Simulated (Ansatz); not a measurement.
## AlP (F-43m): thermal expansion from first principles

How much does AlP expand with temperature?

Experimental results on record:
- heat capacity C_P per formula unit 42 J/mol/K and bulk modulus 86 GPa near room temperature (given in “High-Throughput Prediction of Finite-Temperature Properties using the Quasi-Harmonic Approximation”, 2016, arXiv:1603.06924)

Method: DFT LDA, scalar-relativistic, plane waves, PAW, in Ansatz 0.2.0.

The database entry behind the starting cell differs from later determinations by our own check (0.1 to 0.3 % short, probably kX units), so it need not match the best structure at ambient conditions.

### Step 1. The structure

It takes space group F-43m (No. 216, cubic). The conventional cell has a = 5.451 Å, b = 5.451 Å, c = 5.451 Å, α = 90.00°, β = 90.00°, γ = 90.00°. Al has 4 P at 2.36 Å nearest. P has 4 Al at 2.36 Å nearest. Farther neighbours are not listed.

### Step 2. A first coarse run

Before spending time, one coarse run tells the gap and the pressure of the starting cell.

File input.yaml:

```yaml
crystal:
  lattice:
    - [0.0, 2.7255, 2.7255]
    - [2.7255, 0.0, 2.7255]
    - [2.7255, 2.7255, 0.0]
  atoms:
    - { symbol: Al, position: [0.0, 0.0, 0.0] }
    - { symbol: P, position: [0.25, 0.25, 0.25] }
kpoints:
  mp_grid: { grid: [6, 6, 6] }
hamiltonian:
  xc: lda
scf:
  occupations: { method: gaussian, width: 0.1 }
output:
  forces: true
  stress: true
  eigenvalues: true
```

Command:

```sh
ansatz run input.yaml --threads 4 --pin off --max-ram 16384MiB --backend cpu --events-out ev --progress --plain --runs-dir out
```

Numbers of over 12 decimals in the logs are rounded to 6 here.

The program printed:

```text
Engine: ansatz 0.2.0, aarch64-unknown-linux-gnu
Pseudopotentials: kind: paw
Pseudopotential: Al, paw, valence charge 3, recommended cutoff 420 eV (normal), Al.paw.azcp
Pseudopotential: P, paw, valence charge 5, recommended cutoff 420 eV (normal), P.paw.azcp
Functional definition: SPW92
  exchange = slater_x
  correlation = pw_c
Crystal: 2 atoms, lattice volume = 40.492 Å³
Basis set: ecut = 420 eV, 749 PW (Γ)
Bands: 8, of which v1, the nominal top of the filled ones, is band 4 counted from 1 (3 counted from 0)
Symmetry: 24 space group operations
Space group: F-43m (ITA 216), of the structure as read, at distance tolerance 3.4e-5 Å
k-points: 16 of 216 (time reversal used)
Non-local potential: Al, projectors of the file, l = 0: 2, l = 1: 2, l = 2: 1
Non-local potential: P, projectors of the file, l = 0: 2, l = 1: 2, l = 2: 2
PAW form: soft (Blöchl's): semilocal exchange-correlation on the pseudo side does not see the compensation charge
PAW frozen core: Al, regenerated for the run's functional, and the local potential with it (the file was generated under x = pbe(κ = 0.804, μ = 0.219515), c = pbe(β = 0.066725))
PAW frozen core: P, regenerated for the run's functional, and the local potential with it (the file was generated under x = pbe(κ = 0.804, μ = 0.219515), c = pbe(β = 0.066725))
PAW one-centre angular grid: Al, 110 points (default); XC on 64 Gauss nodes
PAW one-centre angular grid: P, 110 points (default); XC on 64 Gauss nodes
Initial density: superposition of atomic densities (neutral atoms: chi_scale 0, normalization atom), corrected by the library's trained network
Initial wavefunctions: pseudopotential atomic-orbital guess
Functional: x = slater, c = lda
SCF iter   1: F=—  HF=-1240.033910 eV  |F-HF|=—  |Δ(HF+E_count)|=         —  Δρ=4.15e-3  dr2=6.71e-3  ethr=1.77e-3  ⟨swp⟩=5.8  Hψ=1166  notcnv=0
preconditioner: auto → none  [insulator: Δε(μ)=1.400 eV  Ē_g=9.888 eV  σ=0.100 eV  W_gap=1.00  n_scr=8 (ndim 8)  ℏωp=16.5 eV  f_vac=0.000  D(μ)=0.00/eV (n_scr^D=0)  ε∞_Penn≈3.8]
SCF iter   2: F=—  HF=-1240.032026 eV  |F-HF|=—  |Δ(HF+E_count)|=   1.88e-3  Δρ=1.88e-3  dr2=8.68e-4  ethr=8.38e-5  ⟨swp⟩=1.8  Hψ=287  notcnv=0
SCF iter   3: F=—  HF=-1240.031836 eV  |F-HF|=—  |Δ(HF+E_count)|=   1.90e-4  Δρ=4.40e-4  dr2=7.21e-5  ethr=1.09e-5  ⟨swp⟩=2.1  Hψ=178  notcnv=0
SCF iter   4: F=—  HF=-1240.031825 eV  |F-HF|=—  |Δ(HF+E_count)|=   1.10e-5  Δρ=3.24e-5  dr2=4.34e-7  ethr=9.01e-7  ⟨swp⟩=2.1  Hψ=181  notcnv=0
iter 5 did not close the SCF: its close was put off for the readings that it lacked (scf_convergence_deferred on its scf_iter line)
SCF iter   5: F=-1240.031824 eV  HF=-1240.031825 eV  |F-HF|=1.75e-8  |Δ(HF+E_count)|=   1.10e-7  Δρ=7.62e-6  dr2=2.77e-8  ethr=5.42e-9  ⟨swp⟩=2.2  Hψ=205  notcnv=0
SCF iter   6: F=-1240.031824 eV  HF=-1240.031824 eV  |F-HF|=2.61e-11  |Δ(HF+E_count)|=   9.52e-9  Δρ=5.40e-7  dr2=1.35e-10  ethr=3.46e-10  ⟨swp⟩=4.1  Hψ=774  notcnv=0
SCF 1 converged in 6 iterations: F = -1240.031824 eV  dr2 = 1.35e-10
  greatest PAW one-centre occupation: 0.777 electrons in one spin orbital (limit 2), on the P atom at site 1 (counted from 0), in its partial waves of l = 0
SCF converged after 6 iterations
Free energy (F): -1240.031824 eV
Harris-Foulkes:  -1240.031824 eV  (|F-HF|=2.61e-11)
Internal energy: -1240.031824 eV  (E = F + TS)
E sigma→0 (E₀):  -1240.031824 eV
Fermi energy:    5.634988 eV
--- Per-component energies (eV) ---
  E_band       = 3.568623
  E_kinetic    = 94.264224
  E_local      = -83.805415  (includes V_loc(G=0)·N_el)
  E_nonlocal   = 46.643615
  E_hartree    = 24.728002
  E_xc         = -100.799199
  E_vxc        = -90.523575  (∫ρ·V_xc dr)
  E_paw        = -983.562204  (= ΣΔE_a)
  E_vpaw       = -12.466301  (= ΣTr[D̂ρ^β])
  E_aug_tail   = -0.000001  (compensation charges beyond the density's cutoff)
  E_ewald      = -237.673915
  E_core_change = 0.173068  (= ΣΔE_core)
  E_smearing   = -0.000000  (= −TS)
  E_closure    = 0.000000  (closes the sum)
  Σ components = -1240.031824   (vs F -1240.031824, Δ=0.00e0)
--- Forces (eV/Å), atoms counted from 1 ---
  atom   1  Al     0.00000000    -0.00000000    -0.00000000
  atom   2  P     -0.00000000     0.00000000    -0.00000000
  max |Σ_I F_I| component: 3.24e-17 eV/Å
--- Stress (GPa, compression-positive) ---
       -0.794595      -0.000000      -0.000000
        0.000000      -0.794595       0.000000
       -0.000000       0.000000      -0.794595
  P = ⅓ Tr σ = -0.7946 GPa (-7.946 kbar)
--- Band table (eV; the first three rows and the last of 16) ---
  k-point 0: bands = ["-6.6193", "4.9184", "4.9184", "4.9184", "8.0648", "9.3970", "9.3970", "9.3970"]
  k-point 1: bands = ["-6.3130", "3.0133", "4.6729", "4.6729", "8.4177", "9.8320", "9.8320", "10.4660"]
  k-point 2: bands = ["-5.5127", "0.5253", "4.2992", "4.2992", "7.8374", "9.8777", "9.8777", "12.6987"]
  k-point 15: bands = ["-4.1998", "-0.1799", "1.9607", "2.2044", "8.1180", "9.1162", "12.4594", "12.8122"]
```

Wall time 0.51 s (4 threads of Arm Neoverse N1, shared host); peak memory 0.26 GiB; 1.4 s of CPU time.

Numbers from this step:

```yaml
pressure: -0.7946 GPa
gap_on_the_k_mesh: 1.433 eV
volume_per_atom: 20.25 Å³
```

The start is under -0.79 GPa at this level and looks like an insulator or semiconductor on this mesh.

### Step 3. Relaxation

The vibrations must be taken about the equilibrium of this functional, not about the starting cell, so the structure is relaxed.

input.yaml, the sections that differ from step 2:

```yaml
kpoints:
  mp_grid: { grid: [8, 8, 8] }
scf:
  occupations: { method: gaussian, width: 0.02 }
output:
  forces: true
  stress: true
  eigenvalues: true
  write_density: true
  write_potential: true
  elf: true
  volumetric_format: npy
relax:
  adjacent_minimum: "off"
  f_tol: 0.005
  max_steps: 80
  cell: { stress_tol: 0.05 }
# crystal, hamiltonian: as in step 2
```

The program printed:

```text
[...]
Crystal: 2 atoms, lattice volume = 40.492 Å³
Basis set: ecut = 420 eV, 749 PW (Γ)
Bands: 8, of which v1, the nominal top of the filled ones, is band 4 counted from 1 (3 counted from 0)
Symmetry: 24 space group operations
[...]
k-points: 29 of 512 (time reversal used)
[...]
SCF iter   1: F=—  HF=-1240.042711 eV  |F-HF|=—  |Δ(HF+E_count)|=         —  Δρ=4.31e-3  dr2=7.57e-3  ethr=1.77e-3  ⟨swp⟩=6.5  Hψ=2264  notcnv=0
[...]
SCF iter   6: F=-1240.040365 eV  HF=-1240.040365 eV  |F-HF|=8.23e-11  |Δ(HF+E_count)|=   3.82e-9  Δρ=5.37e-7  dr2=1.93e-10  ethr=1.89e-10  ⟨swp⟩=6.9  Hψ=1684  notcnv=0
SCF 1 converged in 6 iterations: F = -1240.040365 eV  dr2 = 1.93e-10
[...]
relax step   1: F+E_penalty+E_count = -1240.04036493 eV  Δ(F+E_penalty+E_count) = +0.000e0 eV  max|allowed force component| = 2.035e-16 eV/Å  Δτ_max = 0.0000 Å  P = -0.831 GPa  Ω = 40.492 Å³  (6 SCF iters, dr2 threshold 1.00e-7 eV, accepted)
Crystal: 2 atoms, lattice volume = 40.212 Å³
[...]
iter 1 solved again at ethr=1.47e-6 eV; its pass at ethr=3.10e-3 eV (dr2=1.17e-4 eV) is discarded
[...]
SCF iter   4: F=-1240.041365 eV  HF=-1240.041365 eV  |F-HF|=8.48e-9  |Δ(HF+E_count)|=   2.99e-7  Δρ=8.08e-6  dr2=1.95e-8  ethr=2.50e-9  ⟨swp⟩=10.6  Hψ=1745  notcnv=0
SCF 2 converged in 4 iterations: F = -1240.041365 eV  dr2 = 1.95e-8
relax step   2: F+E_penalty+E_count = -1240.04136473 eV  Δ(F+E_penalty+E_count) = -9.998e-4 eV  max|allowed force component| = 3.238e-17 eV/Å  Δτ_max = 0.0000 Å  P = -0.218 GPa  Ω = 40.212 Å³  energy of the carried Pulay correction = +8.016e-5 eV  (4 SCF iters, dr2 threshold 2.00e-7 eV, accepted)
Crystal: 2 atoms, lattice volume = 40.113 Å³
[...]
SCF iter   3: F=-1240.041459 eV  HF=-1240.041459 eV  |F-HF|=5.59e-8  |Δ(HF+E_count)|=   4.96e-7  Δρ=1.43e-5  dr2=9.86e-8  ethr=1.48e-9  ⟨swp⟩=10.9  Hψ=1807  notcnv=0
SCF 3 converged in 3 iterations: F = -1240.041459 eV  dr2 = 9.86e-8
relax step   3: F+E_penalty+E_count = -1240.04145917 eV  Δ(F+E_penalty+E_count) = -9.443e-5 eV  max|allowed force component| = 6.245e-17 eV/Å  Δτ_max = 0.0000 Å  P = +0.002 GPa  Ω = 40.113 Å³  energy of the carried Pulay correction = +1.085e-4 eV  (3 SCF iters, dr2 threshold 1.19e-7 eV, accepted)
[...]
SCF iter   4: F=-1240.041342 eV  HF=-1240.041342 eV  |F-HF|=1.14e-12  |Δ(HF+E_count)|=  5.00e-10  Δρ=2.09e-7  dr2=1.08e-11  ethr=1.00e-12  ⟨swp⟩=5.7  Hψ=1425  notcnv=0
SCF 4 converged in 4 iterations: F = -1240.041342 eV  dr2 = 1.08e-11
relax step   4: F+E_penalty+E_count = -1240.04134191 eV  Δ(F+E_penalty+E_count) = +1.173e-4 eV  max|allowed force component| = 5.782e-17 eV/Å  Δτ_max = 0.0000 Å  P = -0.001 GPa  Ω = 40.113 Å³  stress off target by 1.03e-3 GPa  SCF on the basis re-selected at this cell (its energy is not comparable with the rows above)  (4 SCF iters)
basis re-selected at this cell: Δ(F+E_penalty+E_count) = +1.173e-4 eV, ΔP = -0.003 GPa vs the last step (what re-selecting the basis moved, of the pressure what is left beyond the Pulay correction that the steps carried, after the strain that the cell walked since its last selection, with what the two solves' SCF thresholds leave and, on support functions, any second-order correction that the steps lacked; it is no m [...]
SCF converged after 4 iterations
Free energy (F): -1240.041342 eV
[...]
Internal energy: -1240.041342 eV  (E = F + TS)
E sigma→0 (E₀):  -1240.041342 eV
Fermi energy:    5.714211 eV
[...]
--- Stress (GPa, compression-positive) ---
       -0.001025      -0.000000       0.000000
       -0.000000      -0.001025       0.000000
        0.000000       0.000000      -0.001025
  P = ⅓ Tr σ = -0.0010 GPa (-0.010 kbar)
--- Band table (eV; the first three rows and the last of 29) ---
[...]
--- Relaxed structure (3 steps of the walk, 3 accepted, 1 SCFs on fresh bases) ---
  F+E_penalty+E_count = -1240.04134191 eV   max|allowed force component| = 5.782e-17 eV/Å   (the final SCF, on the basis selected at the relaxed cell)
  cell:  # Å, volume = 40.1133 Å³
    - [0, 2.716978, 2.716978]
    - [2.716978, 0, 2.716978]
    - [2.716978, 2.716978, 0]
  atoms:
    - { symbol: Al, position: [0, 0, 0] }
    - { symbol: P, position: [0.25, 0.25, 0.25] }
```

Run time: 2.8 s. Hardware: 4 threads; peak memory 0.3 GiB.

Relaxation path:

```csv
step,energy less that of the first step (eV),largest force component (eV/Å),pressure (GPa),volume (Å³)
1,0.0000,0.0000,-0.83,40.49
2,-0.0010,0.0000,-0.22,40.21
3,-0.0011,0.0000,0.00,40.11
4*,-0.0010,0.0000,0.00,40.11
```

Relaxation steps marked * repeat the geometry before them on a plane-wave basis chosen anew for their cell, so energy and pressure can jump there.

Forces are held to the 24 operations that the run works with; a distortion that breaks them can't arise in this run.

```csv
"conventional cell, symmetrised",before,after,change
a (Å),5.451,5.434,-0.3 %
b (Å),5.451,5.434,-0.3 %
c (Å),5.451,5.434,-0.3 %
volume (Å³/atom),20.25,20.06,-0.9 %
```

Final coordinates:

```cif
data_structure
_symmetry_space_group_name_H-M 'P 1'
_symmetry_Int_Tables_number 1
_cell_length_a 3.8424
_cell_length_b 3.8424
_cell_length_c 3.8424
_cell_angle_alpha 60.000
_cell_angle_beta 60.000
_cell_angle_gamma 60.000
_cell_volume 40.11
loop_
_atom_site_label
_atom_site_type_symbol
_atom_site_fract_x
_atom_site_fract_y
_atom_site_fract_z
_atom_site_occupancy
Al1 Al 0.00000 0.00000 0.00000 1
P2 P 0.25000 0.25000 0.25000 1
```

This step gave:

```
pressure          : -0.001025 GPa
gap on the k-mesh : 1.419 eV
volume per atom   : 20.06 Å³
```

Electrostatic potential energy in the ac plane of a cell with a along [110], b along [-110] and c along [001] of the cube at fractional y = 0.000, with atoms of Al and P within 0.2 Å of it. With pseudopotentials it is smooth inside the atoms' cores, unlike the true potential.

Ten even steps from '0' (-56 eV) to '9' (10 eV), each cell a mean:
```
867888887687689889867
678854688766787447876
888610168888873003888
998500058999972002799
999721379999985115899
999977799999998778999
999999999999999999999
999999999999999999999
999999999999999999999
999999999999999999999
999999999999999999999
789999998877899999987
767999997676789999876
877899987788689999868
```
Columns run along a (7.7 Å; values clipped at the 3rd and 97th percentile), rows up along c (5.4 Å), edges of the conventional cell, whose origin can differ from the input's. Atoms in or near the plane, at fractional coordinates: Al at (0.50, 0.00), Al at (0.00, 0.00), P at (0.75, 0.75), P at (0.25, 0.75).

Valence density in the ac plane of a cell with a along [110], b along [-110] and c along [001] of the cube at fractional y = 0.000, with atoms of Al and P within 0.2 Å of it. It is the smooth field of the valence electrons, not physical close to the nuclei.

Values in e/Å³, 8 rows by 16 columns, each cell a mean:
```
0.12 0.29 0.45 0.51 0.51 0.48 0.36 0.15 0.12 0.29 0.45 0.51 0.51 0.48 0.36 0.15
0.18 0.34 0.68 0.52 0.37 0.72 0.45 0.21 0.18 0.34 0.68 0.52 0.37 0.72 0.45 0.21
0.08 0.18 0.46 0.52 0.47 0.54 0.26 0.09 0.08 0.18 0.46 0.52 0.47 0.54 0.26 0.09
0.03 0.06 0.17 0.32 0.36 0.22 0.09 0.04 0.03 0.06 0.17 0.32 0.36 0.22 0.09 0.04
0.03 0.04 0.05 0.07 0.07 0.06 0.04 0.03 0.03 0.04 0.05 0.07 0.07 0.06 0.04 0.03
0.08 0.06 0.04 0.03 0.03 0.03 0.05 0.08 0.08 0.06 0.04 0.03 0.03 0.03 0.05 0.08
0.16 0.12 0.07 0.04 0.03 0.05 0.10 0.15 0.16 0.12 0.07 0.04 0.03 0.05 0.10 0.15
0.08 0.13 0.16 0.12 0.12 0.14 0.16 0.09 0.08 0.13 0.16 0.12 0.12 0.14 0.16 0.09
```
Columns run along a (7.7 Å), rows up along c (5.4 Å), edges of the conventional cell, whose origin can differ from the input's. Atoms in or near the plane, at fractional coordinates: Al at (0.50, 0.00), Al at (0.00, 0.00), P at (0.75, 0.75), P at (0.25, 0.75).

ELF in the ac plane of a cell with a along [110], b along [-110] and c along [001] of the cube at fractional y = 0.000, with atoms of Al and P within 0.2 Å of it. It is the smooth field of the valence electrons, not physical close to the nuclei.

Values, 8 rows by 16 columns, each cell a mean:
```
0.14 0.68 0.89 0.82 0.79 0.88 0.83 0.27 0.14 0.68 0.89 0.82 0.79 0.88 0.83 0.27
0.42 0.81 0.86 0.38 0.22 0.76 0.87 0.57 0.42 0.81 0.86 0.38 0.22 0.76 0.87 0.57
0.16 0.50 0.69 0.43 0.34 0.64 0.61 0.25 0.16 0.50 0.69 0.43 0.34 0.64 0.61 0.25
0.03 0.16 0.47 0.69 0.72 0.56 0.26 0.05 0.03 0.16 0.47 0.69 0.72 0.56 0.26 0.05
0.03 0.04 0.09 0.21 0.24 0.13 0.05 0.03 0.03 0.04 0.09 0.21 0.24 0.13 0.05 0.03
0.17 0.12 0.05 0.03 0.03 0.04 0.09 0.16 0.17 0.12 0.05 0.03 0.03 0.04 0.09 0.16
0.31 0.25 0.14 0.06 0.05 0.10 0.22 0.30 0.31 0.25 0.14 0.06 0.05 0.10 0.22 0.30
0.07 0.18 0.44 0.42 0.40 0.45 0.30 0.07 0.07 0.18 0.44 0.42 0.40 0.45 0.30 0.07
```
Columns run along a (7.7 Å), rows up along c (5.4 Å), edges of the conventional cell, whose origin can differ from the input's. Atoms in or near the plane, at fractional coordinates: Al at (0.50, 0.00), Al at (0.00, 0.00), P at (0.75, 0.75), P at (0.25, 0.75).

The relaxation ends with a pressure of 0.00 GPa.

### Step 4. Relaxing to small residual forces and stress

The thresholds are tightened for a last relaxation ahead of the phonons, and where mesh or smearing change with them the cell follows.

File input.yaml:

```yaml
crystal:
  lattice:
    - [0.0, 2.7169780655, 2.7169780655]
    - [2.7169780655, 0.0, 2.7169780655]
    - [2.7169780655, 2.7169780655, 0.0]
  atoms:
    - { symbol: Al, position: [0.0, 0.0, 0.0] }
    - { symbol: P, position: [0.25, 0.25, 0.25] }
kpoints:
  mp_grid: { grid: [8, 8, 8] }
hamiltonian:
  xc: lda
scf:
  occupations: { method: fixed }
output:
  forces: true
  stress: true
  eigenvalues: true
relax:
  adjacent_minimum: "off"
  f_tol: 0.001
  max_steps: 60
  cell: { stress_tol: 0.01 }
```

The program printed:

```text
[...]
Crystal: 2 atoms, lattice volume = 40.113 Å³
Basis set: ecut = 420 eV, 749 PW (Γ)
Bands: 8, of which v1, the nominal top of the filled ones, is band 4 counted from 1 (3 counted from 0)
Symmetry: 24 space group operations
[...]
k-points: 29 of 512 (time reversal used)
[...]
P = ⅓ Tr σ = -0.0010 GPa (-0.010 kbar)
--- Band table (eV; the first three rows and the last of 29) ---
[...]
--- Relaxed structure (1 steps of the walk, 1 accepted, 1 SCFs on fresh bases) ---
[...]
cell:  # Å, volume = 40.1133 Å³
    - [0.0, 2.7169780655, 2.7169780655]
    - [2.7169780655, 0.0, 2.7169780655]
    - [2.7169780655, 2.7169780655, 0.0]
  atoms:
    - { symbol: Al, position: [0.0, 0.0, 0.0] }
    - { symbol: P, position: [0.25, 0.25, 0.25] }
[key lines of the parts left out:]
SCF converged after 4 iterations
Free energy (F): -1240.041342 eV
Fermi energy:    5.004473 eV
```

Wall time 1.4 s (4 threads); peak memory 0.29 GiB.

Little changed from the start: no atom moved by 0.005 Å and no cell edge by 0.1 %.

Numbers from this step:

```yaml
pressure: -0.001030 GPa
```

The residual pressure is -0.0010 GPa, small enough for phonons.

(Continued in part 2 of 3.)

[Logs are printed without paths, hosts, clocks, repeated set-up lines and the standing remarks that a program may print on its own settings, such as how far it seeks lower states.]

[Hosts, paths, dates, database ids (printed as entryN), source tags and the programs' standing remarks are cut or masked in the printed files.]

[A step with changed settings may run another functional than the one named; its input shows which.]
